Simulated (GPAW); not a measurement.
Runs of GPAW 26.7.0 on BN. It takes space group P6_3/mmc (No. 194, hexagonal). The conventional cell has a = 2.498 Å, b = 2.498 Å, c = 6.636 Å, α = 90.00°, β = 90.00°, γ = 120.00°. Around N (site symmetry -6m2) lie 3 B at 1.44 Å. B (site symmetry -6m2) is surrounded by 3 N at 1.44 Å. 

```tsv
task	level	potentials or basis	cell	k mesh	cutoff (eV)	maxiter	convergence	optimizer	fmax	max steps	gap on the mesh (eV)	pressure (GPa)	relaxed volume (Å³/atom)	largest force (eV/Å)
single point	PBE	GPAW PAW data sets (gpaw-data 1.2.1), pw	as given	10 × 10 × 4	600	120	default	-	-	-	4.24	-3.1	-	-
relaxation of cell and atoms	PBEsol	PAW data sets generated in the run's folder for this functional, pw	relaxed to 10 GPa	9 × 9 × 3	800	150	density=1e-05 forces=0.0001	BFGS	0.02 eV/Å	60	4.13	10.0	-	-
relaxation of cell and atoms	RPBE+D3	the program's PAW data sets (release 1.2.1) made for this functional, pw	relaxed	9 × 9 × 3	800	150	-	LBFGS	0.05 eV/Å	100	4.49	-0.7	-	-
relaxation of cell and atoms	PBEsol	PAW data sets generated in the run's folder for this functional, pw	relaxed	9 × 9 × 3	800	150	density=1e-05 forces=0.0001	BFGS	0.02 eV/Å	60	4.33	0.0	9.00	-
single point	TB-mBJ	GPAW PAW data sets for LDA (gpaw-data 1.2.1), pw	as given	10 × 10 × 4	800	150	-	-	-	-	5.91	-	-	-
relaxation of cell and atoms	r2SCAN+D4	GPAW PAW data sets (gpaw-data 1.2.1), pw	relaxed	9 × 9 × 3	800	150	-	LBFGS	0.05 eV/Å	100	(a)	0.1	8.70	0.04
single point	PBEsol	PAW data sets generated in the run's folder for this functional, pw	as given	12 × 12 × 4	800	150	-	-	-	-	4.19	1.4	-	-
relaxation of cell and atoms	PBEsol	PAW data sets generated in the run's folder for this functional, pw	relaxed to 5 GPa	9 × 9 × 3	800	150	density=1e-05 forces=0.0001	BFGS	0.02 eV/Å	60	4.17	5.1	-	-
relaxation of cell and atoms	PBEsol+D3(BJ)	PAW data sets generated in the run's folder for this functional, pw	relaxed	9 × 9 × 3	800	150	-	LBFGS	0.02 eV/Å	40	4.24	0.1	8.41	0.01
band structure	r2SCAN	GPAW PAW data sets (gpaw-data 1.2.1), pw	as given	9 × 9 × 3	800	150	-	-	-	-	5.02	(b)	-	0.01
band structure	PBEsol	PAW data sets generated in the run's folder for this functional, pw	as given	10 × 10 × 4	800	150	-	-	-	-	4.14	1.4	-	-
relaxation of cell and atoms	PBEsol	PAW data sets generated in the run's folder for this functional, pw	relaxed to 2 GPa	9 × 9 × 3	800	150	density=1e-05 forces=0.0001	BFGS	0.02 eV/Å	60	4.25	2.0	-	0.01
```

Alike in all rows: no spin polarisation; smearing fermi-dirac 0.05 eV.

**Question.** Fill in the values left out.

**Answer.** (a) 5.01; (b) 0.2.

Caveats: this functional lacks dispersion, which binds the layers, so the pressure and a relaxed spacing across them are unreliable (some runs); later steps reuse the first step's grids (some runs); an odd mesh through Γ misses points on the zone boundary, where band edges often lie (some runs); the PAW data sets were made with another functional, which shifts forces and pressure a little (some runs); the cutoff is short for stress and forces, so pressures can be off by a GPa or more (some runs); the volume moved by over 15 % at a fixed basis, so the end points are rough (some runs); a model potential gives levels but no total energy (some runs).
